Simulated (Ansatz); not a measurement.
## Formation energy of rocksalt-structured GdN

Level of theory: DFT, PBE, scalar-relativistic, collinear spin; plane waves to 420 eV with PAW datasets (Ansatz 0.2.0), Γ-centred 12×12×12 mesh, 0.05 eV Gaussian smearing; PAW files: Ansatz's generated set soft_2.

The start was a prototype's sites filled with these elements; the Crystallography Open Database holds the compound in this structure.

It takes space group Fm-3m (No. 225, cubic). Conventional cell: a = 4.986 Å, b = 4.986 Å, c = 4.986 Å, α = 90.00°, β = 90.00°, γ = 90.00°. Around Gd (site symmetry m-3m) lie 6 N at 2.49 Å. Around N (site symmetry m-3m) lie 6 Gd at 2.49 Å. (Neighbours are counted to 15 % beyond the shortest distance.)

The elements were computed in their standard states (gases as isolated molecules) with the same datasets, cutoff and functional. The compound's run is ferromagnetic, with site spin moments Gd 6.86; N -0.09 μB. Absolute energies hang on the potentials; compare differences alone.

Energy of the relaxed cell (2 atoms, smearing extrapolated to zero): -9719.352 eV. Elements, in eV/atom: Gd -9332.227, N -384.013.

Task: What is the formation energy?

Result: [-9719.352 − (1 × -9332.227 + 1 × -384.013)] / 2 = -1.56 eV/atom, or -150 kJ per mole of atoms.

The value is for 0 K, without zero-point energy and without any correction for the binding of gas molecules. The functional's error in the binding of N₂ enters directly. A negative value shows stability against the elements alone, not against other compounds or structures.

Bader charges against formal ones: Gd +1.75 (+3), N −1.75 (−3). The cations give up 58 % of the formal charge; Bader charges stay under formal ones because the anions' density reaches into the cations' basins, the more so the higher the formal charge and the softer the anion.

Formal charges Gd³⁺, N³⁻ leave Gd³⁺ with an open 4f⁷ shell. Exchange should fill one spin channel of a half-filled shell and leave an insulator, so a metal points to the functional or the structure. The run still finds no gap: within 0.1 eV of the Fermi level the projected states are 68 % N 2p, 24 % Gd 5d.

Exchange splits the half-filled 4f shell away from the Fermi level; the metal comes from a small overlap of other bands, which can be the functional's gap error. For elements this heavy, spin–orbit coupling would shift levels and gaps; it isn't included here. The run wasn't fully tested for a lower electronic state. Site moments are of spin, integrated over atomic spheres.
